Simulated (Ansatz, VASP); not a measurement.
## One calculation of AlN, two programs

```
Al N
1.0
     0.00000    1.97800    1.97800
     1.97800    0.00000    1.97800
     1.97800    1.97800    0.00000
Al N
1 1
Cartesian
  0.0000 0.0000 0.0000
  1.9780 1.9780 1.9780
```

Alike in both runs: task electric field gradients; functional PBEsol; k mesh 10 × 10 × 10; occupations fermi-dirac, width 0.02 eV; no spin polarisation.

|  | VASP | Ansatz |
| --- | --- | --- |
| version | VASP 6.6.1 | Ansatz 0.2.0 |
| potentials or method | VASP PAW PBE potentials, release 64 (Al, N) | PAW with Ansatz's default frozen-core files, scalar-relativistic |
| plane-wave cutoff (eV) | 520 | 420 |
| valence electrons in the cell | 8 | 8 |

```tsv
	VASP	Ansatz	Ansatz less VASP
gap on the k mesh at the Fermi level (eV)	5.01	5.01	-0.001
pressure (GPa)	20.0	20.1	+0.05
Vzz of the field gradient on the site that differs most (V/Å²)	0.0	0.0	0.00
```

With one functional, cell and mesh, what is left measures potentials, basis and numerics.

Caveats: so large a pressure means that the cell lies far from this level's equilibrium, or that cutoff or potentials fall short (VASP); the potentials were made for another functional, which shifts forces and pressure (VASP). A k mesh can miss the band edges.
